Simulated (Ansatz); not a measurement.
# AlNi: hydrostatic pressure series

These are results of Ansatz 0.2.0, DFT r2SCAN, scalar-relativistic, plane waves, PAW, not measurements. Run with 500 eV cutoff, 16×16×14 k-mesh, Gaussian smearing of 0.10 eV, no spin polarisation.

The relaxed crystal:

```
CELL_PARAMETERS angstrom
2.02239 -2.02217 0.00000
2.02239 2.02217 0.00000
0.00000 0.00000 2.87002
ATOMIC_POSITIONS crystal
Al 0.00000 0.00000 0.00000
Ni 0.50000 0.50000 0.50000
```

Cell and atoms are relaxed at each pressure within the symmetry of the start, at zero temperature, so transitions that lower the symmetry aren't seen. The k-mesh given is that at zero pressure and may differ at others.

Problem. Give the structure at 2 GPa.

Solution.
```
CELL_PARAMETERS angstrom
2.01510 -2.01509 0.00000
2.01510 2.01509 0.00000
0.00000 0.00000 2.85825
ATOMIC_POSITIONS crystal
Al 0.00000 0.00000 0.00000
Ni 0.50000 0.50000 0.50000
```
The structure is cubic, space group Pm-3m (No. 221). Conventional cell: a = 2.853 Å, b = 2.853 Å, c = 2.853 Å, α = 90.00°, β = 90.00°, γ = 90.00°. Al (site symmetry m-3m) has 8 Ni at 2.47 Å as nearest neighbours. Around Ni (site symmetry m-3m) lie 8 Al at 2.47 Å.